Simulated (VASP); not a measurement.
**BN in VASP: one cell, several levels of theory**

BN in the rocksalt structure is computed at one geometry. Runs: PBE, r2SCAN. The results are then set beside those of Ansatz 0.2.0 for the same cell. This is a trial cell built on a prototype, not taken from a measured structure, and it needn't be the compound's ground state.

The runs shown are made with VASP 6.6.1. PAW datasets, plane waves. No spin polarisation. The prototype was imposed, so other structures may be more stable.

## 1. The structure to begin with

The cell comes from an earlier relaxation with r2SCAN in another program.

It is cubic, Fm-3m (No. 225); conventional cell a = 3.492 Å, 5.32 Å³ an atom. B has 6 N at 1.75 Å; N has 6 B at 1.75 Å.

As a file:

```xyz
2
Lattice="0.0000 1.7458 1.7458 1.7458 0.0000 1.7458 1.7458 1.7458 0.0000" Properties=species:S:1:pos:R:3 pbc="T T T"
B     0.0000    0.0000    0.0000
N     1.7458    1.7458    1.7458
```

## 2. PBE

Input file INCAR:

```
ENCUT = 520.000000
SIGMA = 0.020000
EDIFF = 1.00e-07
GGA = PE
PREC = Accurate
IBRION = -1
ISIF = 2
ISMEAR = -1
NBANDS = 11
NELM = 120
NSW = 0
LASPH = .TRUE.
LCHARG = .TRUE.
LELF = .TRUE.
LWAVE = .FALSE.
LREAL = .FALSE.
```

Input file KPOINTS:

```
KPOINTS created by Atomic Simulation Environment
0
Gamma
12 12 12
0 0 0
```

Input file KPOINTS_OPT:

```
special points
8
Reciprocal
0.0000000000 0.0000000000 0.0000000000 1
0.5000000000 0.0000000000 0.5000000000 1
0.6250000000 0.2500000000 0.6250000000 1
0.3750000000 0.3750000000 0.7500000000 1
0.5000000000 0.5000000000 0.5000000000 1
0.5000000000 0.2500000000 0.7500000000 1
0.0000000000 0.1666670000 -0.1679690000 1
0.0000000000 0.5000000000 0.5000000000 1
```

Input file POSCAR:

```
B  N
 1.0000000000000000
    -0.0000000000000000    1.7458259349545111    1.7458259349545111
     1.7458259349545111   -0.0000000000000000    1.7458259349545111
     1.7458259349545111    1.7458259349545111   -0.0000000000000000
 B   N
   1   1
Cartesian
 -0.0000000000000000 -0.0000000000000000 -0.0000000000000000
  1.7458259349545109  1.7458259349545109  1.7458259349545109
```

Potentials: the recommended PBE PAW datasets, 8 valence electrons in the neutral cell.

The run is started by

```bash
> mpirun -np 1 vasp_std
```

Standard output, without the iteration lines:

```text
POSCAR found type information on POSCAR B N
 POSCAR found :  2 types and       2 ions
 LDA part: xc-table for (Slater+PW92), standard interpolation
 POSCAR, INCAR and KPOINTS ok, starting setup
 FFT: planning ... GRIDC
 FFT: planning ... GRID_SOFT
 FFT: planning ... GRID
 WAVECAR not read
 entering main loop
 Start KPOINTS_OPT (optional k-point list driver)
k-point batch [1-8\8]
```

OSZICAR:

```text
N       E                     dE             d eps       ncg     rms          rms(c)
DAV:   1     0.112450219242E+02    0.11245E+02   -0.50536E+03  1651   0.737E+02
DAV:   2    -0.141666586148E+02   -0.25412E+02   -0.23707E+02  1853   0.153E+02
DAV:   3    -0.147679983009E+02   -0.60134E+00   -0.59914E+00  1872   0.187E+01
DAV:   4    -0.147687055148E+02   -0.70721E-03   -0.70720E-03  1731   0.667E-01
DAV:   5    -0.147687058241E+02   -0.30936E-06   -0.30932E-06  1866   0.150E-02    0.630E+00
DAV:   6    -0.139336222621E+02    0.83508E+00   -0.42006E+00  1722   0.106E+01    0.238E+00
DAV:   7    -0.139403367011E+02   -0.67144E-02   -0.78316E-02  1731   0.239E+00    0.158E+00
DAV:   8    -0.139446814812E+02   -0.43448E-02   -0.71237E-03  1680   0.635E-01    0.304E-01
DAV:   9    -0.139444424649E+02    0.23902E-03   -0.10749E-03  1763   0.174E-01    0.833E-02
DAV:  10    -0.139444496403E+02   -0.71754E-05   -0.38670E-05  1722   0.475E-02    0.442E-03
DAV:  11    -0.139444500456E+02   -0.40533E-06   -0.65379E-07  1794   0.609E-03    0.344E-03
DAV:  12    -0.139444500285E+02    0.17113E-07   -0.32466E-08  1022   0.169E-03
   1 F= -.13944450E+02 E0= -.13944450E+02  d E =-.687356E-13
       N       E                     dE             ncg
DAV:   1     0.605188812325E+03   -0.26659E+04      176
DAV:   2     0.372219396752E+03   -0.23297E+03      211
DAV:   3     0.367047122081E+03   -0.51723E+01      215
DAV:   4     0.367042892131E+03   -0.42299E-02      194
DAV:   5     0.367042889909E+03   -0.22221E-05      209
DAV:   6     0.367042889907E+03   -0.21395E-08      194
```

The lines after F= are the extra pass for the points of KPOINTS_OPT, at fixed density; their E is not a total energy.

From OUTCAR:

```text
k-points           NKPTS =     72   k-points in BZ     NKDIM =     72   number of bands    NBANDS=     11

   NELECT =       8.0000    total number of electrons

   dimension x,y,z NGX =    18 NGY =   18 NGZ =   18
   dimension x,y,z NGXF=    36 NGYF=   36 NGZF=   36

  energy-cutoff  :      520.00
  volume of cell :       10.64
      direct lattice vectors                 reciprocal lattice vectors
     0.000000000  1.745825935  1.745825935    -0.286397395  0.286397395  0.286397395
     1.745825935  0.000000000  1.745825935     0.286397395 -0.286397395  0.286397395
     1.745825935  1.745825935  0.000000000     0.286397395  0.286397395 -0.286397395

 k-points in reciprocal lattice and weights: KPOINTS created by Atomic Simulation Env
   0.00000000  0.00000000  0.00000000       0.001
   0.08333333  0.00000000  0.00000000       0.005
   0.16666667  0.00000000  0.00000000       0.005
   0.25000000  0.00000000  0.00000000       0.005
   0.33333333  0.00000000  0.00000000       0.005
   0.41666667  0.00000000  0.00000000       0.005
   0.50000000  0.00000000  0.00000000       0.002
   0.08333333  0.08333333  0.00000000       0.003
[... 64 more k-points ...]

 E-fermi :  10.9650

 k-point     1 :       0.0000    0.0000    0.0000
  band No.  band energies     occupation
      1     -12.1048      2.00000
      2       9.5243      2.00000
      3       9.5243      2.00000
      4       9.5243      2.00000
      5      19.6289      0.00000
      6      22.4961      0.00000
      7      22.4961      0.00000
      8      22.4961      0.00000
      9      28.9941      0.00000
     10      28.9941      0.00000
     11      28.9941      0.00000

 k-point     2 :       0.0833    0.0000    0.0000
  band No.  band energies     occupation
      1     -11.9093      2.00000
      2       8.6836      2.00000
      3       9.5089      2.00000
      4       9.5089      2.00000
      5      19.8533      0.00000
      6      21.8287      0.00000
      7      21.8287      0.00000
      8      22.3637      0.00000
      9      28.3727      0.00000
     10      29.4896      0.00000
     11      29.4896      0.00000

 k-point     3 :       0.1667    0.0000    0.0000
  band No.  band energies     occupation
      1     -11.3279      2.00000
      2       6.5964      2.00000
      3       9.4852      2.00000
      4       9.4852      2.00000
      5      19.7903      0.00000
      6      20.2894      0.00000
      7      20.2894      0.00000
      8      22.5030      0.00000
      9      28.0712      0.00000
     10      30.8943      0.00000
     11      30.8943      0.00000

 k-point     4 :       0.2500    0.0000    0.0000
  band No.  band energies     occupation
      1     -10.3786      2.00000
      2       3.9611      2.00000
      3       9.5011      2.00000
      4       9.5011      2.00000
      5      18.5590      0.00000
      6      18.5590      0.00000
      7      19.0700      0.00000
      8      23.1507      0.00000
      9      28.7658      0.00000
     10      33.0910      0.00000
     11      33.0910      0.00000

 k-point     5 :       0.3333    0.0000    0.0000
  band No.  band energies     occupation
      1      -9.1139      2.00000
      2       1.2711      2.00000
      3       9.5847      2.00000
      4       9.5847      2.00000
      5      17.0444      0.00000
      6      17.0444      0.00000
      7      18.3275      0.00000
      8      23.7136      0.00000
      9      30.2469      0.00000
     10      35.9687      0.00000
     11      35.9687      0.00000

 k-point     6 :       0.4167    0.0000    0.0000
  band No.  band energies     occupation
      1      -7.7109      2.00000
      2      -1.0607      2.00000
      3       9.7042      2.00000
      4       9.7042      2.00000
      5      15.9978      0.00000
      6      15.9978      0.00000
      7      17.8381      0.00000
      8      24.0337      0.00000
      9      32.0626      0.00000
     10      39.3705      0.00000
     11      39.3705      0.00000

 k-point     7 :       0.5000    0.0000    0.0000
  band No.  band energies     occupation
      1      -6.9069      2.00000
      2      -2.1851      2.00000
      3       9.7649      2.00000
      4       9.7649      2.00000
      5      15.6180      0.00000
      6      15.6180      0.00000
      7      17.6706      0.00000
      8      24.1354      0.00000
      9      33.1185      0.00000
     10      38.6971      0.00000
     11      42.2735      0.00000

 k-point     8 :       0.0833    0.0833    0.0000
  band No.  band energies     occupation
      1     -11.8440      2.00000
      2       9.0810      2.00000
      3       9.0810      2.00000
      4       9.2256      2.00000
      5      19.9526      0.00000
      6      20.7955      0.00000
      7      22.4959      0.00000
      8      22.4959      0.00000
      9      27.1601      0.00000
     10      30.2701      0.00000
     11      30.2701      0.00000

 k-point     9 :       0.1667    0.0833    0.0000
  band No.  band energies     occupation
      1     -11.3900      2.00000
      2       7.4232      2.00000
      3       8.7047      2.00000
      4       9.4904      2.00000
      5      18.8870      0.00000
      6      20.4824      0.00000
      7      21.9331      0.00000
      8      22.5105      0.00000
      9      26.4273      0.00000
     10      31.4638      0.00000
     11      31.8538      0.00000

 k-point    10 :       0.2500    0.0833    0.0000
  band No.  band energies     occupation
      1     -10.5605      2.00000
      2       4.9542      2.00000
      3       8.4716      2.00000
      4       9.6271      2.00000
      5      17.2693      0.00000
      6      19.9905      0.00000
      7      20.5865      0.00000
      8      23.0480      0.00000
      9      26.9436      0.00000
     10      33.0023      0.00000
     11      34.1058      0.00000

 k-point    11 :       0.3333    0.0833    0.0000
  band No.  band energies     occupation
      1      -9.3923      2.00000
      2       2.2715      2.00000
      3       8.4480      2.00000
      4       9.5352      2.00000
      5      16.0398      0.00000
      6      19.0347      0.00000
      7      19.2366      0.00000
      8      23.7504      0.00000
      9      28.3955      0.00000
     10      35.1311      0.00000
     11      36.9609      0.00000

 k-point    12 :       0.4167    0.0833    0.0000
  band No.  band energies     occupation
      1      -7.9992      2.00000
      2      -0.2154      2.00000
      3       8.6609      2.00000
      4       9.2043      2.00000
      5      15.4311      0.00000
      6      17.6245      0.00000
      7      18.6977      0.00000
      8      24.2041      0.00000
      9      30.4729      0.00000
     10      37.4980      0.00000
     11      40.2813      0.00000

 k-point    13 :       0.5000    0.0833    0.0000
  band No.  band energies     occupation
      1      -6.8481      2.00000
      2      -1.8886      2.00000
      3       8.7223      2.00000
      4       9.0843      2.00000
      5      15.4784      0.00000
      6      16.5526      0.00000
      7      18.4922      0.00000
      8      24.3927      0.00000
      9      32.4969      0.00000
     10      37.3762      0.00000
     11      41.9315      0.00000

 k-point    14 :      -0.4167    0.0833    0.0000
  band No.  band energies     occupation
      1      -7.1406      2.00000
      2      -1.4879      2.00000
      3       8.2605      2.00000
      4       9.6131      2.00000
      5      15.9817      0.00000
      6      16.0580      0.00000
      7      18.6548      0.00000
      8      24.3437      0.00000
      9      32.3448      0.00000
     10      37.8550      0.00000
     11      39.0945      0.00000

 k-point    15 :      -0.3333    0.0833    0.0000
  band No.  band energies     occupation
      1      -8.4764      2.00000
      2       0.5750      2.00000
      3       7.9596      2.00000
      4      10.0542      2.00000
      5      16.0896      0.00000
      6      17.0041      0.00000
      7      19.1973      0.00000
      8      24.0425      0.00000
      9      30.4624      0.00000
     10      35.6898      0.00000
     11      39.0160      0.00000

 k-point    16 :      -0.2500    0.0833    0.0000
  band No.  band energies     occupation
      1      -9.8173      2.00000
      2       3.1736      2.00000
      3       7.8894      2.00000
      4      10.2381      2.00000
      5      16.9666      0.00000
      6      18.1553      0.00000
      7      20.0814      0.00000
      8      23.4489      0.00000
      9      28.7484      0.00000
     10      32.8772      0.00000
     11      36.4770      0.00000

[... the tables of k-points 17 to 72 left out ...]

  Total        0.2569618      0.2569618      0.2569618      0.0000000      0.0000000     -0.0000000
  in kB       38.6853299     38.6853299     38.6853299      0.0000000      0.0000000     -0.0000000
  external PRESSURE =      38.6853299 kB  Pullay stress =       0.0000000 kB

 POSITION                                       TOTAL-FORCE (eV/Angst)
 -----------------------------------------------------------------------------------
      0.00000      0.00000      0.00000         0.000000      0.000000      0.000000
      1.74583      1.74583      1.74583        -0.000000     -0.000000     -0.000000
 -----------------------------------------------------------------------------------
    total drift:                               -0.000000     -0.000000     -0.000000

  FREE ENERGIE OF THE ION-ELECTRON SYSTEM (eV)
  ---------------------------------------------------
  free  energy   TOTEN  =       -13.9444500285 eV

  energy  without entropy=      -13.9444500285  energy(sigma->0) =      -13.94445003
```

Hardware: 1 MPI rank of Intel Xeon Platinum 8488C, shared host.

The levels at the points of KPOINTS_OPT are read from vasprun.xml.

Near the gap, in eV above the top of the last filled band v; c is the band after it:

| point | v−1 | v | c | c+1 |
| --- | --- | --- | --- | --- |
| Γ | -0.93 | -0.93 | 9.17 | 12.04 |
| X | -5.69 | -5.69 | 1.20 | 8.78 |
| U | -9.02 | -4.44 | 3.24 | 11.20 |
| K | -9.02 | -4.44 | 3.24 | 11.20 |
| L | -0.69 | -0.69 | 5.16 | 5.16 |
| W | -9.56 | -7.02 | 7.10 | 7.77 |

Gap with PBE: 1.20 eV, valence top at (0.00, 0.17, -0.17), conduction bottom at X. Least direct gap: 5.85 eV. The pressure is 3.87 GPa; the forces vanish within 0.01 eV/Å.

Axes a, b and c in the maps are those of this run's conventional cell (a, b, c = 3.492, 3.492, 3.492 Å).

Density in a lattice plane of the grid's cell (edges 3.49 and 3.49 Å, at 0.000 of the third edge), which holds B and N.

Ten even steps from ' ' (0.26 e/Å³) to '@' (3.78 e/Å³):
```
      ........::==**%%@@@@@@%%**==::........    
            ....--==**%%%%%%**==--....          
....          ....::==++++++==::....          ..
......          ....::::--::::....          ....
......              ..........              ....
--::::....          ..........          ....::::
++++==::....          ......          ....::==++
%%%%**==--....                      ....--==**%%
@@@@%%**==::........          ........::==**%%@@
@@@@@@##==::........          ........::==##@@@@
@@@@%%**==::........          ........::==**%%@@
%%%%**==--....                      ....--==**%%
++++==::....          ......          ....::==++
--::::....          ..........          ....::::
......              ..........              ....
......          ....::::--::::....          ....
....          ....::==++++++==::....          ..
            ....--==**%%%%%%**==--....          
      ........::==**%%@@@@@@%%**==::........    
      ........::==##@@@@@@@@@@##==::........    
```
Columns run along the first of these edges and rows up along the second, over one cell in 24 and 20 even steps from the bottom left corner. Atoms in the plane (fractional): B at (0.00, 0.00), B at (0.50, 0.50), N at (0.00, 0.50), N at (0.50, 0.00).

ELF in the same plane.

Ten even steps from '0' (0.01) to '9' (0.85):
```
001368999863236899986310
123456789987678998765432
555444468999999986444455
886532246799999764223568
998642124689998642124689
999764223568886532246799
999986444455555444468999
678998765432123456789987
236899986310001368999863
025899986310001368999852
236899986310001368999863
678998765432123456789987
999986444455555444468999
999764223568886532246799
998642124689998642124689
886532246799999764223568
555444468999999986444455
123456789987678998765432
001368999863236899986310
001368999852025899986310
```
Columns run along the first of these edges and rows up along the second, over one cell in 24 and 20 even steps from the bottom left corner. Atoms in the plane (fractional): B at (0.00, 0.00), B at (0.50, 0.50), N at (0.00, 0.50), N at (0.50, 0.00).

Both are smooth fields of the valence electrons: close to the nuclei they are not physical.

Outside the cores ELF peaks at 0.85 on the N–B line, 0.7 Å from N.

[end of part 1 of 2]
